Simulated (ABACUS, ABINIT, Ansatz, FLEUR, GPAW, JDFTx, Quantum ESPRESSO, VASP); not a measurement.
## One calculation of ZrC, 8 ways

```
Zr C
1.0
     0.00000    2.36500    2.36500
     2.36500    0.00000    2.36500
     2.36500    2.36500    0.00000
Zr C
1 1
Cartesian
  2.3705 2.3569 2.3320
  0.0399 0.0252 -0.0370
```

Atoms were shifted at random by some hundredths of an Å from the given cell, which wasn't relaxed again for these runs.

Alike in all runs: task single point; functional PBE; k mesh 10 × 10 × 10; occupations fermi-dirac, width 0.05 eV; no spin polarisation; no spin-orbit coupling. Pressure is positive in compression and, in plane waves, holds the error of the finite cutoff, which Ansatz's Pulay term estimates and takes out.

```tsv
program and potentials	plane-wave cutoff (eV)	notes	band gap (eV)	pressure (GPa)	largest force (eV/Å)	energy over the undisturbed cell (meV/atom)
GPAW, GPAW PAW data sets (gpaw-data 1.2.1)	800	-	no gap	-3.66	0.305	3.84
ABINIT, JTH PAW PBE v2.0	517	-	no gap	-2.91	0.307	4.10
Ansatz, Ansatz PAW (earlier soft set)	420	Pulay term of +0.11 GPa included	no gap	-2.67	0.308	3.88
FLEUR, all-electron, FLAPW	-	-	no gap	-	0.309	3.92
ABACUS, PseudoDojo NC SR 0.4.1 PBE standard, plane waves	1116	-	no gap	-2.62	0.309	3.90
Quantum ESPRESSO, SSSP 1.3 efficiency PBE	748	-	no gap	-2.88	0.307	3.88
VASP, PBE PAW files C, Zr_sv, 520 eV	520	-	no gap	-2.50	0.309	-
JDFTx, PseudoDojo-SR-PBE-0.5-standard	1116	-	no gap	-2.62	0.309	3.90
```

Force on atom 1 (Zr), eV/Å:

```tsv
program and potentials	x	y	z
GPAW, GPAW PAW data sets (gpaw-data 1.2.1)	0.218	0.211	-0.026
ABINIT, JTH PAW PBE v2.0	0.219	0.214	-0.025
Ansatz, Ansatz PAW (earlier soft set)	0.220	0.213	-0.026
FLEUR, all-electron, FLAPW	0.221	0.214	-0.027
ABACUS, PseudoDojo NC SR 0.4.1 PBE standard, plane waves	0.221	0.215	-0.027
Quantum ESPRESSO, SSSP 1.3 efficiency PBE	0.219	0.213	-0.026
VASP, PBE PAW files C, Zr_sv, 520 eV	0.221	0.214	-0.027
JDFTx, PseudoDojo-SR-PBE-0.5-standard	0.221	0.215	-0.026
```

None finds a gap. The pressure spans -3.66 (GPAW, GPAW PAW data sets (gpaw-data 1.2.1)) to -2.50 GPa (VASP, PBE PAW files C, Zr_sv, 520 eV).

Differences between rows come from potentials, basis sets and numerical settings, since the functional is the same but for its coding. Runs on potential files found faulty are left out.
